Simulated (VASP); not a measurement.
AlAs:

```
Al As
1.0
     0.00000    2.83307    2.83307
     2.83307    0.00000    2.83307
     2.83307    2.83307    0.00000
Al As
1 1
Direct
  0.00000 0.00000 0.00000
  0.25000 0.25000 0.25000
```

The cell was built by a generator and needn't be a form met in nature.

Base run:

| Quantity | Value |
| --- | --- |
| Program | VASP 6.6.1 |
| Functional | PBE |
| Potentials or basis | VASP PAW PBE potentials, release 64 (Al, As) |
| Cutoff | 520 eV |
| k mesh | 10 × 10 × 10 |
| Occupations | gaussian, width 0.02 eV |
| Spin | no spin polarisation |

Its results: band gap on the k mesh 1.44 eV, indirect (least direct gap 2.04 eV); pressure 2.6 GPa.

Task: The run is repeated on the same cell with these changes: functional from PBE to r2SCAN; dispersion from none to rVV10. What comes out?

Result: Band gap on the k mesh 1.74 eV, indirect (least direct gap 2.65 eV); pressure 0.0 GPa.

Several settings changed at once, so the effect can't be laid on one alone.

Caveats: the PAW data sets were made with another functional, which shifts forces and pressure a little (some runs).

A k mesh can miss the band edges.
